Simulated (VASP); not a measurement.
Runs of VASP 6.6.1 on CdTe. The structure is cubic, space group F-43m (No. 216). The conventional cell has a = 6.560 Å, b = 6.560 Å, c = 6.560 Å, α = 90.00°, β = 90.00°, γ = 90.00°. Cd (site symmetry -43m) has 4 Te at 2.84 Å as nearest neighbours. Around Te (site symmetry -43m) lie 4 Cd at 2.84 Å. The cell was built by a generator and needn't be a form met in nature.

```csv
task,level,cell,cutoff (eV),gap on the mesh (eV),pressure (GPa),relaxed volume (Å³/atom)
single point,r2SCAN,"F-43m, 35.29 Å³/atom",520,1.15,0.1,-
single point,PBE,"F-43m, 36.28 Å³/atom",520,(a),0.1,-
relaxation of cell and atoms,PBE,relaxed,600,0.57,0.0,36.32
relaxation of cell and atoms,r2SCAN,relaxed,600,1.15,0.0,35.31
```

Alike in all rows: potentials or basis VASP PAW PBE potentials, release 64 (Cd, Te); no spin polarisation; k mesh 6 × 6 × 6; smearing fermi-dirac 0.02 eV.

**Question.** Estimate the missing entries.

**Answer.** (a) 0.58.

Caveats: spin-orbit coupling is left out, which moves the levels of the heavy elements; the PAW data sets were made with another functional, which shifts forces and pressure a little (some runs).

A k mesh can miss the band edges, and the runs leave out spin-orbit coupling on Cd, Te.
